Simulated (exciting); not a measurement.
# HgTe (Coloradoite): single point with PBE

Crystal: HgTe (Coloradoite).

```
Hg Te
1.0
     0.00000    3.17106    3.17106
     3.17106    0.00000    3.17106
     3.17106    3.17106    0.00000
Hg Te
1 1
Cartesian
  0.0000 0.0000 0.0000
  4.7566 4.7566 4.7566
```

The cell isn't the ideal one: volume scaled by 0.96.

```
Program             : exciting (release sodium)
Task                : single point
Functional          : PBE
Potentials or basis : all-electron LAPW+lo, shipped species files, valence relativity iora*
rgkmax              : 9
k mesh              : 7 × 7 × 7
Occupations         : fermi-dirac, width 0.05 eV
Spin                : no spin polarisation
```

```json
{
  "Band gap on the k mesh": "none (metal or under the smearing width)",
  "All electrons inside the program's atomic spheres": "Hg 77.67; Te 49.06 (radii Hg 2.3, Te 2.3 bohr)"
}
```

Levels at points of the mesh, in eV from the Fermi level:
```
           k point  band 14  band 15  band 16  band 17  band 18  band 19  band 20  band 21
(0.00, 0.00, 0.00)    -7.15    -0.63    -0.04    -0.04    -0.04     4.10     4.10     4.10
```

Run time: 3.3 min on 1 thread of Arm Neoverse V1, on a shared host, peak memory 0.15 GiB.

The run has no spin-orbit coupling, so splittings on Hg, Te are missing.
